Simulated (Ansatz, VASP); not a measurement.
P: VASP beside Ansatz

```
P
1.0
    -3.02642    3.02642    3.02642
     3.02642   -3.02642    3.02642
     3.02642    3.02642   -3.02642
P
6
Cartesian
  0.0000 3.0264 1.5132
  3.0264 0.0000 1.5132
  1.5132 3.0264 0.0000
  0.0000 1.5132 3.0264
  1.5132 0.0000 3.0264
  3.0264 1.5132 0.0000
```

Alike in both runs: task single point; functional PBE; k mesh 4 × 4 × 4; occupations gaussian, width 0.1 eV; no spin polarisation.

|  | VASP | Ansatz |
| --- | --- | --- |
| version | VASP 6.6.1 | Ansatz 0.2.0 |
| potentials or method | VASP PAW PBE potentials, release 64 (P) | scalar-relativistic, plane waves, PAW |
| plane-wave cutoff (eV) | 520 | 420 |
| valence electrons in the cell | 30 | 30 |

|  | VASP | Ansatz | Ansatz less VASP |
| --- | --- | --- | --- |
| gap on the k mesh at the Fermi level (eV) | none | none | - |
| pressure (GPa) | 14.4 | 14.8 | +0.43 |

A gap of «none» marks a metal or a gap that the smearing closes. The functional is the same, so the differences come from potentials, cutoffs and numerics.

Caveats: the k mesh is coarse (spacing up to 0.37 Å⁻¹), so the values aren't converged.
